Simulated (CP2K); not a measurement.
**ZrC under changes of volume**

One of the cells (13.228 Å³/atom); the others are scaled copies at fixed shape and fractional positions:

```xyz
2
Lattice="3.3446 0.0000 0.0000 1.6723 2.8965 0.0000 1.6723 0.9655 2.7309" Properties=species:S:1:pos:R:3 pbc="T T T"
Zr    3.3446    1.9310    1.3654
C     0.0000    0.0000    0.0000
```

| Item | Value |
| --- | --- |
| Program | CP2K 2026.2 |
| Functional | r2SCAN |
| Potentials or basis | POTENTIAL_UZH Zr GTH-SCAN-q12, C GTH-SCAN-q4; TZVP-MOLOPT-SCAN-GTH basis |
| Density cutoff | 9524 eV |
| k mesh | 10 × 10 × 10 |
| Occupations | fermi-dirac, width 0.1 eV |
| Spin | no spin polarisation |

```csv
volume (Å³/atom),energy over the lowest point (meV/atom),pressure (GPa)
12.434,33.25,15.0
12.699,13.38,9.2
12.963,?,?
13.228,0.00,-0.7
13.493,4.83,-5.0
13.757,16.36,-8.9
14.022,33.84,-12.4
```

**Question.** What does the run at 12.963 Å³/atom give?

**Answer.** Energy over the lowest point 2.59 meV/atom; pressure 4.0 GPa.

Worked out: A Birch-Murnaghan fit of order 3 (a polynomial in V^(-2/3)) to the other rows has its minimum at 13.18 Å³/atom with B0 = V·E''(V) = 227 GPa and B' = 4.1. It gives 2.60 meV/atom at 12.963 Å³/atom, against the run's 2.59, and -dE/dV = 4.0 GPa, against 4.0.

Energies are extrapolated to zero smearing.

Caveats: the basis of atomic orbitals isn't converged, which shifts pressures, moduli and gaps.
